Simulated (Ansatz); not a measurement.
PbSe:

```
Pb Se
1.0
     3.78432    0.00000    0.00000
     0.00000    3.78432    0.00000
     0.00000    0.00000    3.78432
Pb Se
1 1
Direct
  0.00000 0.00000 0.00000
  0.50000 0.50000 0.50000
```

Measurements of this composition are mostly on another form, of space group No. 225.

Base run:

* Program: Ansatz 0.2.0
* Functional: LDA
* Potentials or basis: all-electron LAPW, scalar-relativistic
* Cutoff: 156 eV (chosen from the basis error)
* Basis error allowed: 0.001 eV/atom
* k mesh: 7 × 7 × 7
* Occupations: fermi-dirac, width 0.05 eV
* Spin: no spin polarisation

Its results: pressure -4.8 GPa.

The run is repeated on the same cell with these changes: functional from LDA to PBE. What comes out?

Pressure -0.2 GPa.

PBE binds less tightly than LDA, so the same cell stands under more pressure.
